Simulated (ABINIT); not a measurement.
# Ir (Fm-3m) in ABINIT: settings compared

One crystal, Ir, is run at these levels: BLYP+D4, r2SCAN; tasks: equation of state, band structure.

Program: ABINIT 10.8.3 (patched build). These are calculated values, not measurements. Logs are shortened: lines on timing, memory, paths and dates and some standing lists are left out, and cuts for length are marked. The log counts tension as positive stress, the text compression.

## 1. The structure

The structure is cubic, space group Fm-3m (No. 225). Conventional cell: a = 3.831 Å, b = 3.831 Å, c = 3.831 Å, α = 90.00°, β = 90.00°, γ = 90.00°. Around Ir (site symmetry m-3m) lie 12 Ir at 2.71 Å.

## 2. Equation of state, BLYP+D4

Input file run.py:

```python
import json, os
import numpy as np
from ase.eos import EquationOfState
from ase.units import GPa
from ase.calculators.mixing import SumCalculator
from dftd4.ase import DFTD4
from ase.calculators.abinit import Abinit, AbinitProfile
from ase import Atoms

atoms = Atoms(['Ir'],
              cell=[[0.0, 1.9156, 1.9156], [1.9156, 0.0, 1.9156], [1.9156, 1.9156, 0.0]],
              scaled_positions=[[0.0, 0.0, 0.0]],
              pbc=True)

profile = AbinitProfile(command='abinit', pp_paths=[os.path.abspath('pseudos')])
params = dict(
    pps='pawxml', xc='PBE',
    ecut=462.5936,
    pawecutdg=925.1871,
    kptopt=1,
    ngkpt=[12, 12, 12],
    nshiftk=1,
    shiftk=[0.0, 0.0, 0.0],
    ixc=-106131,
    nband=12,
    occopt=3,
    tsmear=0.05,
    nstep=100,
    tolvrs=1e-09,
    prtwf=0,
    prtden=0,
)

cell0 = atoms.cell.copy()
volumes, energies = [], []
for i, x in enumerate([0.94, 0.96, 0.98, 1.0, 1.02, 1.04, 1.06]):
    atoms.set_cell(cell0 * x ** (1 / 3), scale_atoms=True)
    atoms.calc = SumCalculator([Abinit(profile=profile, directory=f'v{i}', **params), DFTD4(method='blyp')])
    volumes.append(atoms.get_volume() / len(atoms))
    dft, disp = atoms.calc.mixer.calcs
    energies.append((dft.get_property('free_energy', atoms) + disp.get_property('energy', atoms)) / len(atoms))
    print(f'{x:5.2f} {volumes[-1]:10.5f} A^3/atom {energies[-1]:14.6f} eV/atom', flush=True)
    json.dump(dict(volumes=volumes, energies=energies), open('results.json', 'w'))
v0, e0, b0 = EquationOfState(volumes, energies, eos='murnaghan').fit()
print(f'V0 {v0:.4f} A^3/atom  E0 {e0:.6f} eV/atom  B0 {b0 / GPa:.2f} GPa')
```

Potentials or basis: JTH PAW PBE v2.0.

Started as:

```sh
$ python run.py
```

The log of the run:

```text
0.94   13.21516 A^3/atom   -2095.520644 eV/atom
 0.96   13.49633 A^3/atom   -2095.577002 eV/atom
 0.98   13.77750 A^3/atom   -2095.615525 eV/atom
 1.00   14.05868 A^3/atom   -2095.638468 eV/atom
 1.02   14.33985 A^3/atom   -2095.647477 eV/atom
 1.04   14.62103 A^3/atom   -2095.644537 eV/atom
 1.06   14.90220 A^3/atom   -2095.630023 eV/atom
V0 14.4019 A^3/atom  E0 -2095.647891 eV/atom  B0 350.73 GPa
```

abinit.in:

```text
ecut 462.5936 eV
ixc -106131
kptopt 1
natom 1
nband 12
ngkpt
12 12 12
nshiftk 1
nsppol 1
nstep 100
occopt 3
pawecutdg 925.1871 eV
prtden 0
prtwf 0
shiftk
0.0 0.0 0.0
tolvrs 1e-09
tsmear 0.05 eV
#Definition of the unit cell
acell
1.00000000000000 1.00000000000000 1.00000000000000 Angstrom
rprim
0.00000000000000 1.95317032263200 1.95317032263200
1.95317032263200 0.00000000000000 1.95317032263200
1.95317032263200 1.95317032263200 0.00000000000000
chkprim 0 # Allow non-primitive cells
#Definition of the atom types
ntypat 1
znucl 77
#Enumerate different atomic species
typat
 1
pseudos "./pseudos/Ir.GGA_PBE-JTH.xml"
#Definition of the atoms
xcart
0.00000000000000 0.00000000000000 0.00000000000000
chkexit 1 # abinit.exit file in the running directory terminates after the current SCF
```

abinit.abo:

```text
.Version 10.8.3 of ABINIT
 Symmetries : space group Fm -3 m (#225); Bravais cF (face-center cubic)
================================================================================
 Values of the parameters that define the memory need of the present run
     intxc =       0    ionmov =       0      iscf =      17    lmnmax =      18
     lnmax =       6     mgfft =      20  mpssoang =       3    mqgrid =    3001
     natom =       1  nloc_mem =       2    nspden =       1   nspinor =       1
    nsppol =       1      nsym =      48    n1xccc =       1    ntypat =       1
    occopt =       3   xclevel =       2
       mpw =         347          nfft =        8000          nkpt =          72
 PAW method is used; the additional fine FFT grid is defined by:
   mgfftf=        30    nfftf =     27000
================================================================================
================================================================================

--------------------------------------------------------------------------------
------------- Echo of variables that govern the present computation ------------
--------------------------------------------------------------------------------
 -outvars: echo values of preprocessed input variables --------
            acell      1.8897261259E+00  1.8897261259E+00  1.8897261259E+00 Bohr
              amu      1.92220000E+02
          chkexit           1
          chkprim           0
             ecut      1.70000012E+01 Hartree
                       outvar_i_n : Printing only first  50 k-points.
              ixc     -106131
                       outvar_i_n : Printing only first  50 k-points.
         kptrlatt       12    0    0      0   12    0      0    0   12
          kptrlen      6.26376172E+01
            natom           1
            nband          12
            ngfft          20      20      20
          ngfftdg          30      30      30
             nkpt          72
            nstep         100
             nsym          48
           ntypat           1
                       prtocc : prtvol=0, do not print more k-points.
           occopt           3
        pawecutdg      3.39999988E+01 Hartree
         pawxcdev           0
           prtden           0
            prtwf           0
            rprim      0.0000000000E+00  1.9531703226E+00  1.9531703226E+00
                       1.9531703226E+00  0.0000000000E+00  1.9531703226E+00
[... 139 lines left out ...]
   0.49547    0.84093    1.05981    1.24793
      occupation numbers for kpt#   1
   2.00000    2.00000    2.00000    2.00000    2.00000    2.00000    2.00000    2.00000
   2.00000    0.00000    0.00000    0.00000
 prteigrs : prtvol=0 or 1, do not print more k-points.

--- !EnergyTerms
iteration_state     : {dtset: 1, }
comment             : Components of total free energy in Hartree
kinetic             :  9.64793727658491E+00
hartree             :  8.74229499194287E+00
xc                  : -3.48337860630896E+00
Ewald energy        : -6.98730688478561E+01
psp_core            :  5.22905281340977E+00
local_psp           : -3.45940707611683E+01
PAW spherical_terms :  7.38120278556826E+00
internal            : -7.69500303478275E+01
'-kT*entropy'       : -1.93017456761335E-04
total_energy        : -7.69502233652843E+01
total_energy_eV     : -2.09392224970726E+03
...

--- !EnergyTermsDC
iteration_state     : {dtset: 1, }
comment             : '"Double-counting" decomposition of free energy'
band_energy         : -4.13428882098848E+00
Ewald energy        : -6.98730688478561E+01
psp_core            :  5.22905281340977E+00
xc_dc               : -7.95769379476938E+00
PAW spherical_terms : -2.14036227196813E-01
internal            : -7.69500348774010E+01
'-kT*entropy'       : -1.93017456761335E-04
total_energy_dc     : -7.69502278948577E+01
total_energy_dc_eV  : -2.09392237296324E+03
...

--- !EnergyTermsWithPAWCore
iteration_state     : {dtset: 1, }
comment             : 'Components of total free energy, including PAW core contributions'
Total energy        : -1.78288042496077E+04
Total energy DC     : -1.78288042541373E+04
Total energy (eV)   : -4.85146478740062E+05
Total energy DC (eV): -4.85146478863318E+05
...

 Cartesian components of stress tensor (hartree/bohr^3)
  sigma(1 1)= -2.35913090E-04  sigma(3 2)=  0.00000000E+00
  sigma(2 2)= -2.35913090E-04  sigma(3 1)=  0.00000000E+00
  sigma(3 3)= -2.35913090E-04  sigma(2 1)=  0.00000000E+00

-Cartesian components of stress tensor (GPa)         [Pressure=  6.9408E+00 GPa]
- sigma(1 1)= -6.94080273E+00  sigma(3 2)=  0.00000000E+00
- sigma(2 2)= -6.94080273E+00  sigma(3 1)=  0.00000000E+00
- sigma(3 3)= -6.94080273E+00  sigma(2 1)=  0.00000000E+00

== END DATASET(S) ==============================================================
================================================================================

 -outvars: echo values of variables after computation  --------
            acell      1.8897261259E+00  1.8897261259E+00  1.8897261259E+00 Bohr
           etotal     -7.6950227895E+01
            fcart     -0.0000000000E+00 -0.0000000000E+00 -0.0000000000E+00
            rprim      0.0000000000E+00  1.9531703226E+00  1.9531703226E+00
                       1.9531703226E+00  0.0000000000E+00  1.9531703226E+00
                       1.9531703226E+00  1.9531703226E+00  0.0000000000E+00
           strten     -2.3591308975E-04 -2.3591308975E-04 -2.3591308975E-04
                       0.0000000000E+00  0.0000000000E+00  0.0000000000E+00
 Calculation completed.
```

Wall time 65 s (1 thread of Arm Neoverse V2, shared host); peak memory 0.11 GiB.

Results:

- Equilibrium volume: 14.40 Å³/atom
- Bulk modulus: 351 GPa
- Pressure derivative of the bulk modulus: 5.0 (rough: it moves with the points fitted)

Energy against volume, from the lowest point:
| volume (Å³/atom) | energy (meV/atom) |
| --- | --- |
| 13.215 | 126.83 |
| 13.496 | 70.47 |
| 13.778 | 31.95 |
| 14.059 | 9.01 |
| 14.340 | 0.00 |
| 14.621 | 2.94 |
| 14.902 | 17.45 |

Caveat: pressures at fixed basis lie under the slope of the energies; the log and the count of SCF iterations are those of the last ABINIT call alone; the PAW data sets were made with another functional, which shifts forces and pressure a little. Zero-point motion and thermal expansion aren't in these numbers.

## 3. Band structure, r2SCAN

Input file run.abi:

```
ndtset 2

pp_dirpath "./"
pseudos "Ir.LDA_PW-JTH.xml"

acell 2.7090675001 2.7090675001 2.7090675001 Angstrom
rprim
     0.0000000000     0.7071067812     0.7071067812
     0.7071067812     0.0000000000     0.7071067812
     0.7071067812     0.7071067812     0.0000000000
ntypat 1
znucl 77
natom 1
typat 1
xred
     0.0000000000     0.0000000000     0.0000000000

ecut 20.0
pawecutdg 40.0

ixc -497498
usekden 1
pawxcdev 0

occopt 3
tsmear 0.00183747

nstep 100

iomode 3
prtwf 0
prteig 0
prtebands 0
enunit 1
prtden1 1
prtkden1 1

kptopt1 1
ngkpt1 12 12 12
nshiftk1 1
shiftk1 0.0 0.0 0.0
nband1 12
tolvrs1 1.0e-7

iscf2 -2
getden2 1
getkden2 1
nband2 16
nbdbuf2 2
tolwfr2 1.0e-12
kptopt2 -9
ndivsm2 8
prteig2 1
kptbounds2
     0.0000000000     0.0000000000     0.0000000000
     0.5000000000     0.0000000000     0.5000000000
     0.5000000000     0.2500000000     0.7500000000
     0.3750000000     0.3750000000     0.7500000000
     0.0000000000     0.0000000000     0.0000000000
     0.5000000000     0.5000000000     0.5000000000
     0.6250000000     0.2500000000     0.6250000000
     0.5000000000     0.2500000000     0.7500000000
     0.5000000000     0.5000000000     0.5000000000
     0.3750000000     0.3750000000     0.7500000000
```

Potentials or basis: JTH PAW LDA v2.0.

Started as:

```sh
$ abinit run.abi > log 2>&1
```

Run time: 91 s. Hardware: 1 thread of Arm Neoverse V2, shared host; peak memory 0.11 GiB.

The run converged. Its results:

```
Free energy                                           : -832.8631 eV
Pressure                                              : 3.0 GPa
Band gap on the k mesh                                : none (metal or under the smearing width)
Valence electrons inside the program's atomic spheres : Ir 13.65 (radii [1.3286] Å)
```

Levels at the corners of the path, in eV from the Fermi level:
| point | band 5 | band 6 | band 7 | band 8 | band 9 | band 10 |
| --- | --- | --- | --- | --- | --- | --- |
| Γ | -4.07 | -4.07 | -4.07 | -1.32 | -1.32 | 10.73 |
| X | -7.71 | 0.83 | 1.56 | 1.56 | 1.75 | 9.92 |
| W | -5.12 | -5.12 | -1.96 | 1.57 | 8.27 | 9.46 |
| K | -6.28 | -3.04 | -1.00 | 0.65 | 6.50 | 8.07 |
| Γ | -4.07 | -4.07 | -4.07 | -1.32 | -1.32 | 10.73 |
| L | -4.22 | -4.22 | -0.73 | 0.92 | 0.92 | 7.51 |
| U | -6.28 | -3.04 | -1.00 | 0.65 | 6.50 | 8.07 |
| W | -5.12 | -5.12 | -1.96 | 1.57 | 8.27 | 9.46 |
| L | -4.22 | -4.22 | -0.73 | 0.92 | 0.92 | 7.51 |
| K | -6.28 | -3.04 | -1.00 | 0.65 | 6.50 | 8.07 |

Caveat: totals of a meta-GGA on PAW files have another zero than those of a GGA; the PAW data sets were made with another functional, which shifts forces and pressure a little; spin-orbit coupling is left out, which moves the levels of the heavy elements.
